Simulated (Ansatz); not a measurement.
Equation of state of Na from a dense series

```
CELL_PARAMETERS angstrom
3.76700 0.00000 0.00000
-1.88350 3.26232 0.00000
0.00000 0.00000 6.15400
ATOMIC_POSITIONS crystal
Na 0.33333 0.66667 0.25000
Na 0.66667 0.33333 0.75000
```

Atom numbers follow the list: Na1, Na2.

Structure: COD 9011000, as refined from experiment and not relaxed.

These are results of DFT, PBE, all-electron LAPW, scalar-relativistic in Ansatz 0.2.0, not measurements.

Sampling and basis: a Γ-centred 13×13×7 k mesh, Fermi–Dirac smearing of 0.05 eV, basis error target 0.25 meV/atom, no spin polarisation.

The cell is scaled evenly. Fractional coordinates are held (clamped ions).

```csv
V (Å³/atom),P (GPa)
35.545,0.36
36.301,0.18
37.057,0.01
37.436,-0.07
37.814,-0.14
38.192,-0.21
38.570,-0.28
40.083,-0.51
```

**Question.** Fit a third-order Birch–Murnaghan curve to the pressures.

**Answer.** P = (3B0/2)(y^(7/2) − y^(5/2))[1 + (3/4)(B0′ − 4)(y − 1)] with y = (V0/V)^(2/3) fits within 0.01 GPa for V0 = 37.103 Å³/atom, B0 = 7.7 GPa and B0′ = 4.04.

**Question.** Predict the pressure at the withheld volume, 39.326 Å³/atom.

**Answer.** There y = 0.9619, so the fit gives -0.40 GPa; the run gave -0.40 GPa.
